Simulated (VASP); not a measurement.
# TiO2 (Anatase) (I4_1/amd) in VASP: a series of runs

One crystal, TiO2 (Anatase), is run at these levels: PBE; tasks: single point.

Program: VASP 6.6.1. These are calculated values, not measurements. Logs are shortened: lines on timing, memory, paths and dates and some standing lists are left out, and cuts for length are marked.

### 1 Starting point

It takes space group I4_1/amd (No. 141, tetragonal). Conventional cell: a = 3.784 Å, b = 3.784 Å, c = 9.515 Å, α = 90.00°, β = 90.00°, γ = 90.00°. Around Ti (site symmetry -4m2) lie 6 O at 1.93 to 1.98 Å. Around O (site symmetry 2mm) lie 3 Ti at 1.93 to 1.98 Å.

### 2 Single point, PBE

The input, INCAR:

```
SYSTEM = TiO2
ADDGRID = .FALSE.
ALGO = Normal
EDIFF = 1E-4
ENCUT = 460
GGA = PE
ISIF = 2
ISMEAR = 0
LASPH = .TRUE.
LCHARG = .FALSE.
LREAL = Auto
LWAVE = .FALSE.
NELM = 100
PREC = Normal
SIGMA = 0.05
```

The input, KPOINTS:

```
k-points
0
G
  5 5 5
  0 0 0
```

The input, POSCAR:

```
TiO2
1.0
   -1.8921000000      1.8921000000      4.7573000000
    1.8921000000     -1.8921000000      4.7573000000
    1.8921000000      1.8921000000     -4.7573000000
Ti O
2 4
Direct
    0.7500000000      0.2500000000      0.5000000000
    0.0000000000      0.0000000000      0.0000000000
    0.7919000000      0.7919000000      0.0000000000
    0.5419000000      0.0419000000      0.5000000000
    0.9581000000      0.4581000000      0.5000000000
    0.2081000000      0.2081000000      0.0000000000
```

Potentials or basis: VASP PAW PBE potentials, release 64 (Ti, O).

On the command line:

```bash
$ cat potpaw_PBE.64/Ti/POTCAR potpaw_PBE.64/O/POTCAR > POTCAR
$ mpirun -np 1 vasp_std > vasp.out
```

OUTCAR:

```text
SYSTEM = TiO2
   EDIFF = 1E-4
   ENCUT = 460
   GGA = PE
   ISIF = 2
   ISMEAR = 0
   LASPH = .TRUE.
   LREAL = Auto
   NELM = 100
   PREC = Normal

 Found     18 irreducible k-points:

 Following reciprocal coordinates:
            Coordinates               Weight
  0.000000  0.000000  0.000000      1.000000
  0.200000 -0.000000  0.000000      8.000000
  0.400000  0.000000  0.000000      8.000000
  0.200000  0.200000  0.000000      8.000000
  0.400000  0.200000  0.000000     16.000000
 -0.400000  0.200000 -0.000000     16.000000
   k-points           NKPTS =     18   k-points in BZ     NKDIM =     18   number of bands    NBANDS=     20
   number of dos      NEDOS =    301   number of ions     NIONS =      6
   total plane-waves  NPLWV =  27000
   dimension x,y,z NGX =    30 NGY =   30 NGZ =   30
   dimension x,y,z NGXF=    60 NGYF=   60 NGZF=   60
   ions per type =               2   4
   NGX,Y,Z   is equivalent  to a cutoff of   9.14,  9.14,  9.14 a.u.
   NGXF,Y,Z  is equivalent  to a cutoff of  18.27, 18.27, 18.27 a.u.
 SYSTEM =  TiO2
   PREC   = normal    normal or accurate (medium, high low for compatibility)
   ISTART =      0    job   : 0-new  1-cont  2-samecut
   ICHARG =      2    charge: 1-file 2-atom 10-const
   ISPIN  =      1    spin polarized calculation?
   LNONCOLLINEAR =      F non collinear calculations
   LSORBIT =      F    spin-orbit coupling
   LASPH  =      T    aspherical Exc in radial PAW
   ENCUT  =  460.0 eV  33.81 Ry    5.81 a.u.   9.55  9.55  9.55*2*pi/ulx,y,z
   NELM   =    100;   NELMIN=  2; NELMDL= -5     # of ELM steps
   EDIFF  = 0.1E-03   stopping-criterion for ELM
   LREAL  =      T    real-space projection
   EDIFFG = 0.1E-02   stopping-criterion for IOM
   NSW    =      0    number of steps for IOM
   IBRION =     -1    ionic relax: 0-MD 1-quasi-New 2-CG
   NFREE  =      0    steps in history (QN), initial steepest desc. (CG)
   ISIF   =      2    stress and relaxation
   ISYM   =      2    0-nonsym 1-usesym 2-fastsym
   POTIM  = 0.5000    time-step for ionic-motion
   TEBEG  =    0.0;   TEEND  =   0.0 temperature during run
   PSTRESS=    0.0 pullay stress
   NELECT =      32.0000    total number of electrons
   NUPDOWN=      -1.0000    fix difference up-down
   EMIN   =  10.00;   EMAX   =-10.00  energy-range for DOS
[... 5 lines left out ...]
     AMIX     =   0.40;   BMIX     =  1.00
     AMIX_MAG =   1.60;   BMIX_MAG =  1.00
  volume/ion in A,a.u.               =      11.35        76.62
  Fermi-wavevector in a.u.,A,eV,Ry     =   1.272590  2.404847 22.034444  1.619486
  Thomas-Fermi vector in A             =   2.405460
   LORBIT       =      0    0 simple, 1 ext, 2 COOP (PROOUT), +10 PAW based schemes
   GGA     = PE    functional components
   LHFCALC =     F    Hartree Fock is set to
   AEXX    =    0.0000 exact exchange contribution
   IVDW    =     0    specifies the selected vdW correction
   LEPSILON=     F    determine dielectric tensor
   LRPA    =     F    only Hartree local field effects (RPA)
 non-spin polarized calculation
 Gauss-broadening in eV      SIGMA  =   0.05
  energy-cutoff  :      460.00
  volume of cell :       68.13
 maximum number of plane-waves:      1547
   NGX = 19   NGY = 19   NGZ = 19

 number of electron      31.9999999 magnetization

 Free energy of the ion-electron system (eV)
  ---------------------------------------------------
  ext. energy  EPLUGINS =         0.00000000
  ---------------------------------------------------
  free energy    TOTEN  =       -52.93028319 eV

  energy without entropy =      -52.93028319  energy(sigma->0) =      -52.93028319

 E-fermi :   0.9048     XC(G=0): -10.5269

 val. band max:        0.6895237321   @ k =  -0.4000   0.4000   0.0000
 cond. band min:       2.6380568820   @ k =   0.0000   0.0000   0.0000
 fundamental gap:      1.9485331499
 Fermi energy:         0.9047760764

 k-point     1 :       0.0000    0.0000    0.0000
  band No.  band energies     occupation
      1     -16.9988      2.00000
      2     -15.9506      2.00000
      3     -15.9376      2.00000
      4     -15.4722      2.00000
      5      -3.2737      2.00000
      6      -3.1575      2.00000
[... 12 lines left out ...]
     19       4.4690      0.00000
     20       4.4710      0.00000

 k-point     2 :       0.2000   -0.0000    0.0000
  band No.  band energies     occupation
      1     -16.8206      2.00000
      2     -15.9003      2.00000
      3     -15.8540      2.00000
      4     -15.4620      2.00000
      5      -3.6550      2.00000
      6      -3.2664      2.00000
[... 12 lines left out ...]
     19       3.8690      0.00000
     20       4.1388      0.00000

 k-point     3 :       0.4000    0.0000    0.0000
  band No.  band energies     occupation
      1     -16.5292      2.00000
      2     -15.7491      2.00000
      3     -15.7160      2.00000
      4     -15.4952      2.00000
      5      -3.9434      2.00000
      6      -3.2205      2.00000
[... 12 lines left out ...]
     19       4.0749      0.00000
     20       4.1301      0.00000

 k-point     4 :       0.2000    0.2000    0.0000
  band No.  band energies     occupation
      1     -16.5895      2.00000
      2     -15.8902      2.00000
      3     -15.7616      2.00000
      4     -15.4715      2.00000
      5      -3.7437      2.00000
      6      -3.5535      2.00000
[... 12 lines left out ...]
     19       3.7624      0.00000
     20       4.1247      0.00000

 k-point     5 :       0.4000    0.2000    0.0000
  band No.  band energies     occupation
      1     -16.2869      2.00000
      2     -15.7400      2.00000
      3     -15.6323      2.00000
      4     -15.4906      2.00000
      5      -3.9727      2.00000
      6      -3.6149      2.00000
[... 12 lines left out ...]
     19       4.0995      0.00000
     20       4.2008      0.00000

 k-point     6 :      -0.4000    0.2000   -0.0000
  band No.  band energies     occupation
      1     -16.3619      2.00000
      2     -15.6855      2.00000
      3     -15.6438      2.00000
      4     -15.4481      2.00000
      5      -3.9212      2.00000
      6      -3.5886      2.00000
[... 12 lines left out ...]
     19       4.0848      0.00000
     20       4.2644      0.00000

 [... further k-points ...]
[... 5 lines left out ...]
  --------------------------------------------------------------------------------------
  -------------------------------------------------------------------------------------
  Total        3.1979852      3.1979852      3.4184823      0.0000000     -0.0000000      0.0000000
  in kB       75.2104750     75.2104750     80.3961440      0.0000000     -0.0000000      0.0000000
  external PRESSURE =      76.9390313 kB  Pullay stress =       0.0000000 kB

 VOLUME and BASIS-vectors are now :
 -----------------------------------------------------------------------------
  energy-cutoff  :      460.00
  volume of cell :       68.13
      direct lattice vectors                 reciprocal lattice vectors
    -1.892100000  1.892100000  4.757300000     0.000000000  0.264256646  0.105101633
     1.892100000 -1.892100000  4.757300000     0.264256646  0.000000000  0.105101633
     1.892100000  1.892100000 -4.757300000     0.264256646  0.264256646  0.000000000

 POSITION                                       TOTAL-FORCE (eV/Angst)
 -----------------------------------------------------------------------------------
      0.00000      1.89210      2.37865         0.000000      0.000000      0.000000
      0.00000      0.00000      0.00000         0.000000      0.000000     -0.000000
      0.00000      0.00000      7.53461        -0.000000     -0.000000     -0.163927
      0.00000      1.89210      0.39866         0.000000      0.000000     -0.163927
      0.00000      1.89210      4.35864        -0.000000     -0.000000      0.163927
      0.00000      0.00000      1.97999         0.000000      0.000000      0.163927
 -----------------------------------------------------------------------------------
    total drift:                                0.000000      0.000000     -0.000000

  FREE ENERGIE OF THE ION-ELECTRON SYSTEM (eV)
  ---------------------------------------------------
  free  energy   TOTEN  =       -52.9302831946 eV

  energy  without entropy=      -52.9302831946  energy(sigma->0) =      -52.93028319
```

Wall time 25 s (1 thread of Intel Xeon Platinum 8488C (Sapphire Rapids), shared host); peak memory 0.15 GiB.

These settings aren't checked as converged: the numbers below hold their error.

Results:

* Free energy: -52.9303 eV
* Pressure: 7.7 GPa
* Largest force: 0.164 eV/Å
* Band gap on the k mesh: 1.95 eV, indirect (least direct gap 2.27 eV)

Caveat: the k mesh is coarse (spacing up to 0.47 Å⁻¹), so the values aren't converged; the cutoff is under 1.25 times the usual one of these potentials, so pressure, stress and relaxed cells hold a basis-set (Pulay) error; an odd mesh through Γ misses points on the zone boundary, where band edges often lie.

### 3 Single point, PBE

INCAR is that of step 2.

KPOINTS is that of step 2.

The input, POSCAR:

```
TiO2
1.0
   -1.8921000000      1.8921000000      4.7573000000
    1.8921000000     -1.8921000000      4.7573000000
    1.8921000000      1.8921000000     -4.7573000000
Ti O
2 4
Direct
    0.7634100000      0.2505420000      0.5022120000
    0.0240310000     -0.0225460000     -0.0109780000
    0.8032660000      0.7916050000      0.0039110000
    0.5255800000      0.0234350000      0.4817660000
    0.9615640000      0.4693800000      0.5068500000
    0.1853180000      0.2146180000     -0.0384270000
```

Potentials or basis: VASP PAW PBE potentials, release 64 (Ti, O).

On the command line:

```bash
$ cat potpaw_PBE.64/Ti/POTCAR potpaw_PBE.64/O/POTCAR > POTCAR
$ mpirun -np 1 vasp_std > vasp.out
```

Wall time 75 s (1 thread of Intel Xeon Platinum 8488C (Sapphire Rapids), shared host); peak memory 0.19 GiB.

These settings aren't checked as converged: the numbers below hold their error.

Results:

| Property | Result |
| --- | --- |
| Free energy | -52.5150 eV |
| Pressure | 11.0 GPa |
| Largest force | 3.047 eV/Å |
| Band gap on the k mesh | 2.22 eV, indirect (least direct gap 2.63 eV) |

Caveat: the k mesh is coarse (spacing up to 0.47 Å⁻¹), so the values aren't converged; the cutoff is under 1.25 times the usual one of these potentials, so pressure, stress and relaxed cells hold a basis-set (Pulay) error; an odd mesh through Γ misses points on the zone boundary, where band edges often lie.
